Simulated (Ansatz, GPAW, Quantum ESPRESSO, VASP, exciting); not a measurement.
**One calculation of SrO, 5 ways**

```
CELL_PARAMETERS angstrom
0.00000 2.56630 2.56630
2.56630 0.00000 2.56630
2.56630 2.56630 0.00000
ATOMIC_POSITIONS crystal
Sr 0.50000 0.50000 0.50000
O 0.00000 0.00000 0.00000
```

Alike in all runs: task band structure; functional PBEsol; k mesh 9 × 9 × 9; occupations fermi-dirac, width 0.05 eV; no spin polarisation; no spin-orbit coupling. Pressure is positive in compression and, in plane waves, holds the error of the finite cutoff. Gaps are the smaller of the mesh's and the band path's.

| program and potentials | plane-wave cutoff (eV) | notes | band gap (eV) | pressure (GPa) |
| --- | --- | --- | --- | --- |
| Quantum ESPRESSO, PseudoDojo 0.4.1 SR PBEsol standard | 1143 | - | 3.21 | -0.75 |
| VASP, PBE PAW files O, Sr_sv, 520 eV | 520 | potentials made for PBE | 3.15 | 0.07 |
| Ansatz, all-electron LAPW, scalar-relativistic | - | - | ? | ? |
| GPAW, PAW data sets generated for this functional | 800 | - | 3.25 | 0.02 |
| exciting, all-electron LAPW+lo, shipped species files, valence relativity iora* | - | - | 3.21 | - |

Task: Estimate from the other rows what the run with Ansatz, all-electron LAPW, scalar-relativistic gave.

Result: Band gap 3.20 eV; pressure -0.55 GPa. The other rows, which needn't bracket it: band gap 3.15 to 3.25; pressure -0.75 to 0.07.
